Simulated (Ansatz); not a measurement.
ZrS, 2 atoms in the cell. It takes space group Fm-3m (No. 225, cubic). Conventional cell: a = 5.250 Å, b = 5.250 Å, c = 5.250 Å, α = 90.00°, β = 90.00°, γ = 90.00°. Zr (site symmetry m-3m) is surrounded by 6 S at 2.62 Å. S (site symmetry m-3m) is surrounded by 6 Zr at 2.62 Å. 

* Program: Ansatz 0.2.0
* Task: density of states
* Functional: PBEsol
* Potentials or basis: all-electron LAPW, scalar-relativistic
* Cutoff: 212 eV (chosen from the basis error)
* Basis error allowed: 0.001 eV/atom
* k mesh: 9 × 9 × 9
* Occupations: fermi-dirac, width 0.05 eV
* Spin: no spin polarisation
* Hubbard terms: Zr d U = 2 eV

Potentials or basis: all-electron LAPW, scalar-relativistic.

The run is started by

```bash
$ ansatz run input.yaml --threads 1 --pin off --max-ram 3072MiB --backend cpu --events-out ev --progress --plain --runs-dir out
```

Hardware: 1 thread of AMD EPYC 9R45 96-Core Processor (Zen 5), on a shared host.

Task: How long does it take, and how much memory?

Result: Wall time 3.1 s on 1 thread of AMD EPYC 9R45 96-Core Processor (Zen 5) (shared host), peak memory 0.34 GiB. Counts: scf iterations 9, plane waves 259, k points 35, bands 26.
